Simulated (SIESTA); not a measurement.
**HgTe (Coloradoite) under changes of volume**

One of the cells (33.215 Å³/atom); the others are scaled copies at fixed shape and fractional positions:

```
Hg Te
1.0
     0.00000    3.21450    3.21450
     3.21450    0.00000    3.21450
     3.21450    3.21450    0.00000
Hg Te
1 1
Direct
  0.00000 0.00000 0.00000
  0.75000 0.75000 0.75000
```

| Quantity | Value |
| --- | --- |
| Program | SIESTA 5.4.2 |
| Functional | PBE |
| Potentials or basis | PseudoDojo 0.4 standard (PBE files) |
| Basis | TZDP (energy shift 0.01 Ry) |
| Grid cutoff | 800 Ry |
| Energy shift | 0.01 Ry |
| k mesh | 7 × 7 × 7 |
| Occupations | fermi-dirac, width 0.05 eV |
| Spin | no spin polarisation |

```tsv
volume (Å³/atom)	energy over the lowest point (meV/atom)	pressure (GPa)	gap on the mesh (eV)
31.223	42.95	5.6	0.53
31.887	23.16	3.9	0.49
32.551	?	?	?
33.215	2.69	1.2	0.39
33.880	0.00	0.0	0.34
34.544	2.38	-1.1	0.29
35.208	9.43	-2.0	0.24
```

**Question.** What does the run at 32.551 Å³/atom give?

**Answer.** Energy over the lowest point 10.19 meV/atom; pressure 2.4 GPa; gap on the mesh 0.44 eV.

Worked out: A Birch-Murnaghan fit of order 3 (a polynomial in V^(-2/3)) to the other rows has its minimum at 33.86 Å³/atom with B0 = V·E''(V) = 59 GPa and B' = 3.5. It gives 10.03 meV/atom at 32.551 Å³/atom, against the run's 10.19, and -dE/dV = 2.5 GPa, against 2.4. A straight line through the other rows of the gap, of slope -2.43 eV per unit of ln V (its deformation potential), gives 0.44 eV, against the run's 0.44.

Energies are extrapolated to zero smearing.

Caveats: semicore shells carry a single zeta, which can move pressures by several GPa and volumes by a few percent; the valence orbitals were made in a potential fitted to the semicore shell under them, which widens gaps by tenths of an eV or more; spin-orbit coupling is left out, which moves the levels of the heavy elements; an odd mesh through Γ misses points on the zone boundary, where band edges often lie; the basis of atomic orbitals isn't converged, which shifts pressures, moduli and gaps.
